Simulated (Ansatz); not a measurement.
# SnO (NiAs type): from bands to localised orbitals

Aim: build maximally localised Wannier functions for SnO (NiAs type) from several sets of trial orbitals, and check spreads and centres, and how well the models interpolate the bands. The runs, in order: PBE, anion s p, 6×6×4; PBE, anion s p, 6×6×2; PBE, anion s p, 12×12×4; PBE, anion p, 6×6×4; r2SCAN, anion s p, 6×6×4; r2SCAN, anion p, 6×6×4 (level, trial orbitals, Wannier mesh).

Method: plane waves, PAW, in Ansatz 0.2.0.

2 further runs of the same task are left out: 2 that didn't finish.

## 1. The system as given

The structure is hexagonal, space group P6_3/mmc (No. 194). Conventional cell: a = 3.423 Å, b = 3.423 Å, c = 6.418 Å, α = 90.00°, β = 90.00°, γ = 120.00°. Around Sn (site symmetry -3m) lie 6 O at 2.55 Å. Around O (site symmetry -6m2) lie 6 Sn at 2.55 Å.

As a file:

```cif
data_structure
_symmetry_space_group_name_H-M 'P 1'
_symmetry_Int_Tables_number 1
_cell_length_a 3.4233
_cell_length_b 3.4233
_cell_length_c 6.4180
_cell_angle_alpha 90.000
_cell_angle_beta 90.000
_cell_angle_gamma 120.000
_cell_volume 65.13
loop_
_atom_site_label
_atom_site_type_symbol
_atom_site_fract_x
_atom_site_fract_y
_atom_site_fract_z
_atom_site_occupancy
Sn1 Sn 0.00000 0.00000 0.00000 1
Sn2 Sn 0.00000 0.00000 0.50000 1
O1 O 0.33333 0.66667 0.25000 1
O2 O 0.66667 0.33333 0.75000 1
```

Cell and atoms come from an earlier r2SCAN relaxation. No run includes spin-orbit coupling, which matters for Sn.

## 2. PBE, anion s p, 6×6×4

input.yaml

```yaml
crystal:
  lattice:
    - [3.4232701772, 0.0, 0.0]
    - [-1.7116350886, 2.9646389374, 0.0]
    - [0.0, 0.0, 6.417955429]
  atoms:
    - { symbol: Sn, position: [0.0, 0.0, 0.0] }
    - { symbol: Sn, position: [0.0, 0.0, 0.5] }
    - { symbol: O, position: [0.3333333333, 0.6666666667, 0.25] }
    - { symbol: O, position: [0.6666666667, 0.3333333333, 0.75] }
kpoints:
  mp_grid: { grid: [6, 6, 4] }
  band_path:
    path:
      - [[0.0, 0.0, 0.0], [0.5, -2.240188866711e-17, 3.792416006794e-35], [0.3333333333333, 0.3333333333333, 1.056928041505e-34], [0.0, 0.0, 0.0], [1.153031456438e-52, -1.486945911165e-51, 0.5], [0.5, -2.240188866711e-17, 0.5], [0.3333333333333, 0.3333333333333, 0.5], [1.153031456438e-52, -1.486945911165e-51, 0.5]]
      - [[0.5, -2.240188866711e-17, 0.5], [0.5, -2.240188866711e-17, 3.792416006794e-35]]
      - [[0.3333333333333, 0.3333333333333, 0.5], [0.3333333333333, 0.3333333333333, 1.056928041505e-34]]
    npoints: 10
hamiltonian:
  xc: pbe
scf:
  occupations: { method: fermi_dirac, width: 0.02 }
  n_extra_bands: 6
output:
  forces: false
  stress: false
  eigenvalues: true
  wannier:
    kmesh: [6, 6, 4]
    projections: [{ species: O, l: s, shell: 2 }, { species: O, l: p, shell: 2 }]
    minimise: true
    write_hr: true
    conv_tol: 1.0e-08
    max_iter: 3000
  write_density: true
  write_potential: true
  elf: true
  volumetric_format: npy
```

Started as:

```bash
$ ansatz run input.yaml --threads 4 --pin off --max-ram 3686MiB --backend cpu --events-out ev --progress --plain --runs-dir out
```

The runs that follow: PBE, anion s p, 6×6×2; PBE, anion s p, 12×12×4; PBE, anion p, 6×6×4; r2SCAN, anion s p, 6×6×4; r2SCAN, anion p, 6×6×4.

Before running them: what should the planned runs give, taken together? Wanted: total spread, PBE, anion s p, 6×6×4; total spread, PBE, anion s p, 6×6×2; total spread, PBE, anion s p, 12×12×4; total spread, PBE, anion p, 6×6×4; total spread, r2SCAN, anion s p, 6×6×4; total spread, r2SCAN, anion p, 6×6×4; centres of the first set.

The runs gave:

| quantity | value |
| --- | --- |
| total spread, PBE, anion s p, 6×6×4 | 12.08 Å² over 8 functions |
| total spread, PBE, anion s p, 6×6×2 | 10.94 Å² over 8 functions |
| total spread, PBE, anion s p, 12×12×4 | 13.39 Å² over 8 functions |
| total spread, PBE, anion p, 6×6×4 | 11.93 Å² over 6 functions |
| total spread, r2SCAN, anion s p, 6×6×4 | 11.54 Å² over 8 functions |
| total spread, r2SCAN, anion p, 6×6×4 | 11.27 Å² over 6 functions |
| centres of the first set | 0.36 to 0.41 Å from the nearest atom |

**Reading.** With PBE, anion s p, 6×6×4 the 8 functions move off the atoms, with a mean spread of 1.51 Å²; 91 % of the total is gauge invariant. The total spread goes from 10.94 Å² on 6×6×2 to 13.39 Å² on 12×12×4: finite differences in k understate it on coarse meshes, while the largest miss of a band goes from 2.50 to 2.55 eV. On one set and mesh the functional gives 12.08 (PBE), 11.54 (r2SCAN) Å².
